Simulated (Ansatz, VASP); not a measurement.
# TiSe: VASP beside Ansatz, part 2 of 2

One calculation is typed for both programs; each brings its own data sets. How far apart do they land? The cell is taken from a series of runs on this material, whose earlier steps may have relaxed, scaled, displaced or heated it; both programs get it as it stands.

VASP 6.6.1 and Ansatz 0.2.0.

So far: The starting structure; VASP: relaxation of cell and atoms, r2SCAN with rVV10.

**3. Ansatz: relaxation of cell and atoms, r2SCAN with rVV10**

Level of this step: Ansatz beside VASP: Kohn-Sham DFT, plane waves, r2SCAN with rVV10 (Ansatz).

Ansatz runs on its default PAW (the set named soft_2) files.

The same cell, functional, mesh and smearing now go to Ansatz, which takes its cutoff from its data sets.

The input, input.yaml:

```yaml
crystal:
  lattice:
    - [3.559, 0.0, 0.0]
    - [-1.7795, 3.0821844121, 0.0]
    - [0.0, 0.0, 6.22]
  atoms:
    - { symbol: Ti, position: [0.0, 0.0, 0.0] }
    - { symbol: Ti, position: [0.0, 0.0, 0.5] }
    - { symbol: Se, position: [0.3333333333, 0.6666666667, 0.25] }
    - { symbol: Se, position: [0.6666666667, 0.3333333333, 0.75] }
kpoints:
  mp_grid: { grid: [12, 12, 6] }
hamiltonian:
  xc: r2scan
  dispersion: rvv10
scf:
  occupations: { method: gaussian, width: 0.1 }
output:
  forces: true
  stress: true
  eigenvalues: true
relax:
  adjacent_minimum: "off"
  f_tol: 0.005
  max_steps: 60
  cell: { stress_tol: 0.03 }
```

On the command line:

```sh
> ansatz run input.yaml --threads 4 --pin off --max-ram 8192MiB --backend cpu --events-out ev --progress --plain --runs-dir out
```

Numbers of over 12 decimals in the logs are rounded to 6 here.

The program printed:

```text
Engine: ansatz 0.2.0, aarch64-unknown-linux-gnu
Pseudopotentials: kind: paw
Pseudopotential: Ti, paw, valence charge 12, recommended cutoff 500 eV (meta_gga), Ti.paw.azcp
Pseudopotential: Se, paw, valence charge 16, recommended cutoff 500 eV (meta_gga), Se.paw.azcp
Functional definition: r2SCAN+rVV10
  parameter k0 = 0.174
  parameter k1 = 0.065
  parameter a1 = 4.9479
  exchange = r2scan_x(k0 = k0, k1 = k1, a1 = a1)
  correlation = r2scan_c + rvv10(11.95, 0.0093)
Crystal: 4 atoms, lattice volume = 68.230 Å³
Basis set: ecut = 500 eV, 1751 PW (Γ), exchange–correlation on 120×120×216 points (64 copies of the dense FFT grid, shifted against one another)
Bands: 34, of which v1, the nominal top of the filled ones, is band 28 counted from 1 (27 counted from 0)
Symmetry: 24 space group operations
Space group: P63/mmc (ITA 194), of the structure as read, at distance tolerance 4.1e-5 Å
k-points: 76 of 864
Non-local potential: Ti, projectors of the file, l = 0: 3, l = 1: 2, l = 2: 3, l = 3: 1
Non-local potential: Se, projectors of the file, l = 0: 2, l = 1: 2, l = 2: 3, l = 3: 1
PAW form: soft (Blöchl's): semilocal exchange-correlation on the pseudo side does not see the compensation charge
rVV10 density: all electrons in the spheres
PAW frozen core: Ti, regenerated for the run's functional (the file was generated under x = pbe(κ = 0.804, μ = 0.219515), c = pbe(β = 0.066725))
PAW frozen core: Se, regenerated for the run's functional (the file was generated under x = pbe(κ = 0.804, μ = 0.219515), c = pbe(β = 0.066725))
PAW one-centre angular grid: Ti, 590 points (default); XC on 160 Gauss nodes
PAW one-centre angular grid: Se, 590 points (default); XC on 160 Gauss nodes
Initial density: superposition of atomic densities (neutral atoms: chi_scale 0, normalization atom), corrected by the library's trained network
Initial wavefunctions: pseudopotential atomic-orbital guess
Functional: x = r2scan, c = r2scan + rvv10(b = 11.95, C = 0.0093); τ floored in thin density (d = 2e-4 eV/Å³)
SCF iter   1: F=—  HF=-15965.689058 eV  |F-HF|=—  |Δ(HF+E_count)|=         —  Δρ=1.50e-2  dr2=1.95e-1  dr2_τ=3.66e-2  ethr=1.77e-3  ⟨swp⟩=5.2  Hψ=9710  notcnv=0
preconditioner: auto → Kerker (q_TF=auto, 2.640 Å⁻¹)  [metal: Δε(μ)=0.010 eV  Ē_g=7.974 eV  σ=0.100 eV  W_gap=0.06  n_scr=22 (ndim 8)  ℏωp=20.1 eV  f_vac=0.000  D(μ)=3.73/eV (n_scr^D=36)]
SCF iter   2: F=—  HF=-15965.789976 eV  |F-HF|=—  |Δ(HF+E_count)|=   1.01e-1  Δρ=3.96e-3  dr2=1.20e-2  dr2_τ=2.34e-3  ethr=3.48e-4  ⟨swp⟩=2.0  Hψ=4629  notcnv=0  defer=72
SCF iter   3: F=—  HF=-15965.791241 eV  |F-HF|=—  |Δ(HF+E_count)|=   1.27e-3  Δρ=2.26e-3  dr2=3.02e-3  dr2_τ=2.48e-4  ethr=2.14e-5  ⟨swp⟩=2.4  Hψ=3666  notcnv=0  defer=72
SCF iter   4: F=—  HF=-15965.792713 eV  |F-HF|=—  |Δ(HF+E_count)|=   1.47e-3  Δρ=5.23e-4  dr2=1.16e-4  dr2_τ=1.38e-5  ethr=5.39e-6  ⟨swp⟩=3.0  Hψ=5024  notcnv=0  defer=72
SCF iter   5: F=—  HF=-15965.792656 eV  |F-HF|=—  |Δ(HF+E_count)|=   5.67e-5  Δρ=2.34e-4  dr2=3.32e-5  dr2_τ=1.21e-6  ethr=2.08e-7  ⟨swp⟩=2.0  Hψ=4444  notcnv=0  defer=72
SCF iter   6: F=—  HF=-15965.792681 eV  |F-HF|=—  |Δ(HF+E_count)|=   2.43e-5  Δρ=6.83e-5  dr2=2.46e-6  dr2_τ=1.47e-7  ethr=5.92e-8  ⟨swp⟩=2.3  Hψ=3805  notcnv=0  defer=72
SCF iter   7: F=—  HF=-15965.792683 eV  |F-HF|=—  |Δ(HF+E_count)|=   2.43e-6  Δρ=1.95e-5  dr2=3.01e-7  dr2_τ=3.56e-9  ethr=4.38e-9  ⟨swp⟩=2.0  Hψ=4508  notcnv=0  defer=72
SCF iter   8: F=-15965.792683 eV  HF=-15965.792683 eV  |F-HF|=8.58e-9  |Δ(HF+E_count)|=   2.76e-7  Δρ=5.92e-6  dr2=2.75e-8  dr2_τ=8.94e-10  ethr=1.79e-10  ⟨swp⟩=7.3  Hψ=10060  notcnv=0
SCF 1 converged in 8 iterations: F = -15965.792683 eV  dr2 = 2.75e-8
  greatest PAW one-centre occupation: 1.002 electrons in one spin orbital (limit 2), on the Ti atom at site 0 (counted from 0), in its partial waves of l = 1
relax step   1: F+E_penalty+E_count = -15965.79268348 eV  Δ(F+E_penalty+E_count) = +0.000e0 eV  max|allowed force component| = 2.255e-17 eV/Å  Δτ_max = 0.0000 Å  P = +2.463 GPa  Ω = 68.230 Å³  (8 SCF iters, dr2 threshold 1.00e-7 eV, accepted)
[...]
relax step   4: F+E_penalty+E_count = -15965.98595897 eV  Δ(F+E_penalty+E_count) = -6.949e-3 eV  max|allowed force component| = 4.684e-17 eV/Å  Δτ_max = 0.0000 Å  P = -0.156 GPa  Ω = 67.999 Å³  energy of the carried Pulay correction = +2.602e-4 eV  (7 SCF iters, dr2 threshold 4.00e-7 eV, accepted)
[...]
relax step   5: F+E_penalty+E_count = -15965.98631733 eV  Δ(F+E_penalty+E_count) = -3.584e-4 eV  max|allowed force component| = 2.255e-17 eV/Å  Δτ_max = 0.0000 Å  P = -0.008 GPa  Ω = 67.870 Å³  energy of the carried Pulay correction = +3.126e-4 eV  (5 SCF iters, dr2 threshold 2.28e-7 eV, accepted)
[...]
relax step   6: F+E_penalty+E_count = -15965.98639890 eV  Δ(F+E_penalty+E_count) = -8.157e-5 eV  max|allowed force component| = 1.850e-17 eV/Å  Δτ_max = 0.0000 Å  P = -0.008 GPa  Ω = 67.870 Å³  stress off target by 1.37e-2 GPa  SCF on the basis re-selected at this cell (its energy is not comparable with the rows above)  (8 SCF iters)
basis re-selected at this cell: Δ(F+E_penalty+E_count) = -8.157e-5 eV, ΔP = +0.000 GPa vs the last step (what re-selecting the basis moved, of the pressure what is left beyond the Pulay correction that the steps carried, after the strain that the cell walked since its last selection, with what the two solves' SCF thresholds leave and, on support functions, any second-order correction that the steps lacked; it is no measure of the basis error at this ecutwfc). The dense FFT grid was sized anew with the basis: this SCF ran on 30×30×60 points, the steps before it on 30×30×54, so part of this shift can come from that change (see relax.cell in the input reference). [rest of the remark cut]
SCF converged after 8 iterations
Free energy (F): -15965.986399 eV
Harris-Foulkes:  -15965.986399 eV  (|F-HF|=0.00e0)
Internal energy: -15965.973280 eV  (E = F + TS)
E sigma→0 (E₀):  -15965.979839 eV
Entropy (-TS):   -0.013119 eV (-3.280 meV/atom)
Fermi energy:    14.747426 eV
--- Per-component energies (eV) ---
  E_band       = -953.967254
  E_kinetic    = 790.753412
  E_local      = -5656.979424  (includes V_loc(G=0)·N_el)
  E_nonlocal   = -1172.892243
  E_hartree    = 2743.666874
  E_xc         = -382.711022
  E_vxc        = -481.441652  (∫ρ·V_xc dr)
  E_paw        = -5965.440231  (= ΣΔE_a)
  E_vpaw       = 50.794769  (= ΣTr[D̂ρ^β])
  E_aug_tail   = -0.000337  (compensation charges beyond the density's cutoff)
  E_vtau       = 28.464507  (kinetic-family band-sum trace: ∫τ·v_τ [+ j·A + Jᵃ·Aᵃ] dr)
  E_ewald      = -6318.333855
  E_core_change = -4.036455  (= ΣΔE_core)
  E_smearing   = -0.013119  (= −TS)
  E_closure    = 0.000000  (closes the sum)
  Σ components = -15965.986399   (vs F -15965.986399, Δ=0.00e0)
--- Forces (eV/Å), atoms counted from 1 ---
  atom   1  Ti     0.00000000     0.00000000     0.00000000
  atom   2  Ti     0.00000000     0.00000000     0.00000000
  atom   3  Se     0.00000000    -0.00000000     0.00000000
  atom   4  Se     0.00000000     0.00000000     0.00000000
  max |Σ_I F_I| component: 4.63e-18 eV/Å
--- Stress (GPa, compression-positive) ---
       -0.013739       0.000000       0.000000
       -0.000000      -0.013739       0.000000
        0.000000       0.000000       0.004371
  P = ⅓ Tr σ = -0.0077 GPa (-0.077 kbar)
--- Band table (eV; the first three rows and the last of 76) ---
  k-point 0: bands = [... 24 lower, 12.6942, 13.5002, 13.5002, 14.5459, 14.5459, 14.7129, 14.7129, 15.8600, ... 2 higher]
  k-point 1: bands = [... 24 lower, 13.0765, 13.0765, 13.2338, 14.7614, 14.7614, 14.9526, 14.9526, 15.8926, ... 2 higher]
  k-point 2: bands = [... 24 lower, 12.4487, 12.4487, 14.0009, 14.8965, 14.8965, 15.2138, 15.2138, 15.4284, ... 2 higher]
  k-point 75: bands = [... 24 lower, 9.5840, 9.5840, 14.2608, 14.2608, 16.0967, 16.0967, 16.3453, 16.3453, ... 2 higher]
--- Relaxed structure (5 steps of the walk, 5 accepted, 1 SCFs on fresh bases) ---
  F+E_penalty+E_count = -15965.98639890 eV   max|allowed force component| = 1.850e-17 eV/Å   (the final SCF, on the basis selected at the relaxed cell)
  cell:  # Å, volume = 67.8699 Å³
    - [3.410012, 0, 0.0]
    - [-1.705006, 2.953157, 0.0]
    - [0.0, 0.0, 6.739612]
  atoms:
    - { symbol: Ti, position: [0, 0, 0] }
    - { symbol: Ti, position: [0, 0, 0.5] }
    - { symbol: Se, position: [0.333333, 0.666667, 0.25] }
    - { symbol: Se, position: [0.666667, 0.333333, 0.750000] }
```

In the SCF lines HF is the Harris–Foulkes energy and dr2 the Hartree energy of the density residual, in eV; the loop may stop once dr2 is under the threshold and the program's other checks hold. Hψ counts applications of the Hamiltonian.

**4. Differences**

Known differences besides the potentials themselves: VASP keeps PBE cores, Ansatz makes them for the functional; the data sets hold 56 valence electrons in Ansatz (on its default PAW (the set named soft_2) files) and 36 in VASP; the cutoff is 500 eV in Ansatz and 550 eV in VASP; Ansatz adds a Pulay correction to the stress that steers its cell, VASP none; in our runs with r2SCAN, forces from VASP's data set Ti_sv part from Ansatz's all-electron ones, so neither program is the reference here. Total energies have different zeros and are not compared.

The two programs side by side:

```tsv
quantity	Ansatz	VASP	difference
volume (Å³)	67.87	68.20	-0.48 %
edge a after relaxation, in the typed setting (Å)	3.410	3.416	-0.16 %
edge c after relaxation, in the typed setting (Å)	6.740	6.751	-0.16 %
```

**5. Summary of results**

```yaml
difference_in_volume_relaxation_of_cell_and_atoms_r2scan_with_rvv10: -0.48 %
```

In words: The difference in volume is -0.48 % (relaxation of cell and atoms, r2SCAN with rVV10), within the 1.2 % picked in this series as the mark of a large difference, as far as the stopping tolerances let one tell. The data sets hold unlike numbers of valence electrons (56 in Ansatz and 36 in VASP), so part of the differences comes from the potentials. Such differences can come from data sets, numerical settings and the points named under the comparisons, not from the functional's error against experiment.

[Lines on the potential files, build, host, timing and source positions are cut from VASP's logs without a mark.]

[Logs are printed without paths, hosts, clocks, repeated set-up lines and the standing remarks that a program may print on its own settings, such as how far it seeks lower states.]

[Hosts, paths, dates, database ids (printed as entryN), source tags and the programs' standing remarks are cut or masked in the printed files.]
